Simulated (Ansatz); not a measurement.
KCl (Sylvite):

```
K Cl
1.0
     0.00000    3.14647    3.14647
     3.14647    0.00000    3.14647
     3.14647    3.14647    0.00000
K Cl
1 1
Direct
  0.00000 0.00000 0.00000
  0.50000 0.50000 0.50000
```

```yaml
Program: Ansatz 0.2.0
Task: relaxation of cell and atoms
Functional: RPBE
Potentials_or_basis: all-electron LAPW, scalar-relativistic
Basis_error_allowed: 0.001 eV/atom
k_mesh: 7 × 7 × 7
Occupations: gaussian, width 0.1 eV
Spin: collinear spin, program default start
```

At the start: volume 31.15 Å³/atom.

Where does the relaxation end?

Over 5 steps the energy falls by 29.1 meV/atom and the volume is 35.59 Å³/atom (+14.2 %); space group Fm-3m (No. 225, to 0.05 Å); moment 0.00 μB per cell.

The path:
| step | energy change (eV) | largest force (eV/Å) | volume (Å³) |
| --- | --- | --- | --- |
| 1 | 0.0000 | 0.0000 | 62.30 |
| 2 | -0.0448 | 0.0000 | 66.68 |
| 3 | -0.0578 | 0.0000 | 70.31 |
| 4 | -0.0583 | 0.0000 | 71.18 |
| 5 | -0.0583 | 0.0000 | 71.18 |

Final structure:
```
CELL_PARAMETERS angstrom
0.00000 3.28928 3.28928
3.28928 0.00000 3.28928
3.28928 3.28928 0.00000
ATOMIC_POSITIONS crystal
K 0.00000 0.00000 0.00000
Cl 0.50000 0.50000 0.50000
```

Caveat: the volume moved by +14 % from the deposited cell, more than functionals usually miss.
